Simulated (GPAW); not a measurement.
Ti: Fermi surface with LDA

The system is Ti.

```
Ti
1.0
     2.84230    0.00000    0.00000
    -0.94743    2.67974    0.00000
    -0.94743   -1.33987    2.32072
Ti
1
Direct
  0.00000 0.00000 0.00000
```

This isn't the form of Ti at room conditions, which is hcp.

```
Program             : GPAW 26.7.0
Task                : Fermi surface
Functional          : LDA
Potentials or basis : the program's PAW data sets (release 1.2.1) made for this functional
Cutoff              : 600 eV
Basis               : pw
k mesh              : 11 × 11 × 11
Occupations         : fermi-dirac, width 0.05 eV
Spin                : no spin polarisation
Maxiter             : 150
Fermi k mesh        : 18 × 18 × 18
```

The pressure is -11.4 GPa. The band gap on the k mesh is none (metal or under the smearing width).

Levels at points of the mesh, in eV from the Fermi level:
| k point | band 3 | band 4 | band 5 | band 6 | band 7 | band 8 | band 9 | band 10 |
| --- | --- | --- | --- | --- | --- | --- | --- | --- |
| (0.00, 0.00, 0.00) | -32.12 | -32.12 | -5.82 | 0.95 | 0.95 | 0.95 | 2.69 | 2.69 |

Run time: 25 s on 1 thread of AMD EPYC 7B13 (Zen 3), on a shared host, peak memory 0.2 GiB.
